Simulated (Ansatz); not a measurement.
Structure from Materials Project entry mp-2691 (possibly hypothetical), not relaxed further.

CdSe: DFT, r2SCAN, PAW with Ansatz's default frozen-core files, scalar-relativistic (Ansatz 0.2.0). What sets it apart from a plain run of this crystal: functional r2scan.

Command: `ansatz run input.yaml --threads 1 --pin off --max-ram 2048MiB --backend cpu --events-out ev --progress --plain --runs-dir out` The run took 15 s on 1 thread of Arm Neoverse V1, with other jobs on the host.

```yaml
crystal:
  lattice:
    - [0.0, 3.0702711986, 3.0702711986]
    - [3.0702711986, 0.0, 3.0702711986]
    - [3.0702711986, 3.0702711986, 0.0]
  atoms:
    - { symbol: Cd, position: [0.0, 0.0, 0.0] }
    - { symbol: Se, position: [0.25, 0.25, 0.25] }
kpoints:
  mp_grid: { grid: [8, 8, 8] }
  band_path:
    path:
      - [0.0, 0.0, 0.0]
      - [-0.5, -0.5, 0.0]
      - [-0.375, -0.375, 0.25]
      - [-0.375, 0.0, 0.375]
      - [0.0, 0.0, 0.0]
      - [0.0, 0.0, 0.5]
      - [-0.5, -0.25, 0.25]
      - [-0.5, -0.5, 0.0]
    npoints: 5
scf:
  occupations: { method: fermi_dirac, width: 0.03 }
hamiltonian:
  xc: r2scan
  pseudopotentials: { kind: paw }
output:
  forces: true
  stress: true
  eigenvalues: true
  efg: { contact_densities: true }
```

Output (standing set-up lines are left out):

```
Pseudopotential: Cd, paw, valence charge 20, recommended cutoff 500 eV (meta_gga)
Pseudopotential: Se, paw, valence charge 16, recommended cutoff 500 eV (meta_gga)
Functional definition: r2SCAN
  parameter k0 = 0.174
  parameter k1 = 0.065
  parameter a1 = 4.9479
  exchange = r2scan_x(k0 = k0, k1 = k1, a1 = a1)
  correlation = r2scan_c
Basis set: ecut = 500 eV, 1459 PW (Γ), exchange–correlation on 128×128×128 points (64 copies of the dense FFT grid, shifted against one another)
PAW frozen core: Cd, regenerated for the run's functional (the file was generated under x = pbe(κ = 0.804, μ = 0.2195149727645171), c = pbe(β = 0.06672455060314922))
PAW frozen core: Se, regenerated for the run's functional (the file was generated under x = pbe(κ = 0.804, μ = 0.2195149727645171), c = pbe(β = 0.06672455060314922))
PAW one-centre angular grid: Cd, 590 points (default); XC on 160 Gauss nodes
PAW one-centre angular grid: Se, 590 points (default); XC on 160 Gauss nodes
Functional: x = r2scan, c = r2scan; τ floored in thin density (d = 2e-4 eV/Å³)
SCF iter   1: F=—  HF=-13747.827486 eV  |F-HF|=—  |Δ(HF+E_count)|=         —  Δρ=5.14e-3  dr2=9.39e-3  dr2_τ=1.49e-2  ethr=1.77e-3  ⟨swp⟩=6.0  Hψ=2788  notcnv=0
preconditioner: auto → none  [insulator: Δε(μ)=1.038 eV  Ē_g=12.726 eV  σ=0.030 eV  W_gap=1.00  n_scr=14 (ndim 8)  ℏωp=20.7 eV  f_vac=0.216  D(μ)=0.00/eV (n_scr^D=0)  ε∞_Penn≈3.6]
SCF iter   2: F=—  HF=-13747.835042 eV  |F-HF|=—  |Δ(HF+E_count)|=   7.56e-3  Δρ=2.45e-3  dr2=1.31e-3  dr2_τ=4.23e-4  ethr=2.61e-5  ⟨swp⟩=2.1  Hψ=1395  notcnv=0
SCF iter   3: F=—  HF=-13747.835859 eV  |F-HF|=—  |Δ(HF+E_count)|=   8.17e-4  Δρ=8.68e-4  dr2=2.31e-4  dr2_τ=2.71e-5  ethr=3.65e-6  ⟨swp⟩=2.6  Hψ=992  notcnv=0
SCF iter   4: F=—  HF=-13747.835950 eV  |F-HF|=—  |Δ(HF+E_count)|=   9.12e-5  Δρ=1.07e-4  dr2=5.96e-6  dr2_τ=3.76e-7  ethr=6.41e-7  ⟨swp⟩=2.0  Hψ=899  notcnv=0
SCF iter   5: F=—  HF=-13747.835944 eV  |F-HF|=—  |Δ(HF+E_count)|=   6.48e-6  Δρ=3.42e-5  dr2=2.59e-7  dr2_τ=1.75e-8  ethr=1.66e-8  ⟨swp⟩=2.3  Hψ=1145  notcnv=0
SCF iter   6: F=-13747.835944 eV  HF=-13747.835944 eV  |F-HF|=4.08e-9  |Δ(HF+E_count)|=   2.72e-7  Δρ=8.23e-6  dr2=2.28e-8  dr2_τ=2.99e-9  ethr=2.78e-10  ⟨swp⟩=5.0  Hψ=2599  notcnv=0
SCF 1 converged in 6 iterations: F = -13747.835944 eV  dr2 = 2.28e-8
  greatest PAW one-centre occupation: 1.001 electrons in one spin orbital (limit 2), on the Cd atom at site 0 (counted from 0), in its partial waves of l = 1
NSCF: frozen V_eff on 36 k-points
SCF converged after 6 iterations
Free energy (F): -13747.835944 eV
Harris-Foulkes:  -13747.835944 eV  (|F-HF|=4.08e-9)
Internal energy: -13747.835944 eV  (E = F + TS)
E sigma→0 (E₀):  -13747.835944 eV
Fermi energy:    7.306256 eV
--- Per-component energies (eV) ---
  E_band       = -940.128519
  E_kinetic    = 624.038083
  E_local      = -6445.549070  (includes V_loc(G=0)·N_el)
  E_nonlocal   = -560.652131
  E_hartree    = 3062.875623
  E_xc         = -266.499398
  E_vxc        = -351.470313  (∫ρ·V_xc dr)
  E_paw        = -6031.432955  (= ΣΔE_a)
  E_vpaw       = -354.760755  (= ΣTr[D̂ρ^β])
  E_aug_tail   = -0.000202  (compensation charges beyond the density's cutoff)
  E_vtau       = 22.523338  (kinetic-family band-sum trace: ∫τ·v_τ [+ j·A + Jᵃ·Aᵃ] dr)
  E_ewald      = -4128.286353
  E_core_change = -2.329541  (= ΣΔE_core)
  E_smearing   = -0.000000  (= −TS)
  E_closure    = 0.000000  (closes the sum)
  Σ components = -13747.835944   (vs F -13747.835944, Δ=0.00e0)
--- Forces (eV/Å), atoms counted from 1 ---
  atom   1  Cd     0.00000000     0.00000000     0.00000000
  atom   2  Se    -0.00000000     0.00000000     0.00000000
  max |Σ_I F_I| component: 6.94e-17 eV/Å
--- Stress (GPa, compression-positive) ---
       -0.175238      -0.000000      -0.000000
       -0.000000      -0.175238       0.000000
       -0.000000       0.000000      -0.175238
  P = ⅓ Tr σ = -0.1752 GPa (-1.752 kbar)
--- PAW observables at the nuclei: V_zz in 10²¹ V/m², potentials from the cell's mean, atoms counted from 1 ---
  atom   1  Cd V_zz =    -0.000000   η = 0.0000   by run symmetry: forbidden
            electrostatic potential = -7703.606936 V   contact ρ = 1035220.082637 e/Å³
  atom   2  Se V_zz =    -0.000000   η = 0.0000   by run symmetry: forbidden
            electrostatic potential = -4709.928497 V   contact ρ = 262652.704993 e/Å³
--- Band table (eV; the first three rows and the last of 29) ---
  k-point 0: bands = ["-97.5846", "-57.7444", "-57.7444", "-57.7444", "-40.5206", "-40.5206", "-40.5206", "-40.5163", "-40.5163", "-6.0703", "-1.3363", "-1.3363", "-1.3363", "-0.9732", "-0.9732", "6.7723", "6.7723", "6.7723", "7.8039", "13.2601", "13.2601", "13.2601"]
  k-point 1: bands = ["-97.5846", "-57.7445", "-57.7445", "-57.7445", "-40.5206", "-40.5206", "-40.5206", "-40.5163", "-40.5163", "-6.0189", "-1.3198", "-1.3198", "-1.2860", "-0.9739", "-0.9739", "5.6723", "6.6540", "6.6540", "8.7188", "12.9933", "13.4594", "13.4594"]
  k-point 2: bands = ["-97.5846", "-57.7446", "-57.7445", "-57.7445", "-40.5206", "-40.5206", "-40.5206", "-40.5163", "-40.5163", "-5.8935", "-1.2835", "-1.2835", "-1.1204", "-0.9708", "-0.9708", "4.2200", "6.3907", "6.3907", "9.4736", "13.1362", "13.7579", "13.7579"]
  k-point 28: bands = ["-97.5846", "-57.7447", "-57.7446", "-57.7446", "-40.5207", "-40.5206", "-40.5205", "-40.5163", "-40.5163", "-5.6030", "-1.1524", "-1.1495", "-1.0052", "-0.9676", "-0.5067", "2.9430", "4.6058", "4.6636", "12.1798", "12.2861", "13.7841", "14.7982"]
```
